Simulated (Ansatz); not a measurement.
# As (fcc type): the cost of one run

Method: DFT, PBE, PAW with Ansatz's default frozen-core files, fully relativistic files with spin-orbit coupling, in Ansatz 0.2.0.

## (1) The structure to begin with

The structure is cubic, space group Fm-3m (No. 225). The conventional cell has a = 4.236 Å, b = 4.236 Å, c = 4.236 Å, α = 90.00°, β = 90.00°, γ = 90.00°. As (site symmetry m-3m) has 12 As at 3.00 Å as nearest neighbours.

Structure file:

```cif
data_structure
_symmetry_space_group_name_H-M 'P 1'
_symmetry_Int_Tables_number 1
_cell_length_a 2.9952
_cell_length_b 2.9952
_cell_length_c 2.9952
_cell_angle_alpha 60.000
_cell_angle_beta 60.000
_cell_angle_gamma 60.000
_cell_volume 19.00
loop_
_atom_site_label
_atom_site_type_symbol
_atom_site_fract_x
_atom_site_fract_y
_atom_site_fract_z
_atom_site_occupancy
As1 As 0.00000 0.00000 0.00000 1
```

## (2) Fcc relaxed, PAW

Contents of input.yaml:

```yaml
crystal:
  lattice:
    - [0.0, 2.1179117921, 2.1179117921]
    - [2.1179117921, 0.0, 2.1179117921]
    - [2.1179117921, 2.1179117921, 0.0]
  atoms:
    - { symbol: As, position: [0.0, 0.0, 0.0] }
kpoints:
  mp_grid: { grid: [17, 17, 17] }
scf:
  occupations: { method: fermi_dirac, width: 0.05 }
hamiltonian:
  xc: pbe
  pseudopotentials: { kind: paw_fr }
output:
  forces: true
  stress: true
  write_density: true
  write_potential: true
  elf: true
  volumetric_format: npy
relax:
  f_tol: 0.005
  max_steps: 40
  cell: {}
magnetization:
  noncollinear: true
  spin_orbit: true
```

Launch:

```
> ansatz run input.yaml --threads 2 --pin off --max-ram 6144MiB --backend cpu --events-out ev --progress --plain --runs-dir out
```

**Question.** How long does this run take on 2 threads of Intel Xeon Platinum 8259CL at 2.50GHz (Skylake/Cascade Lake), shared host, and how much memory does it need?

About 27 s, with a peak of 0.53 GiB.
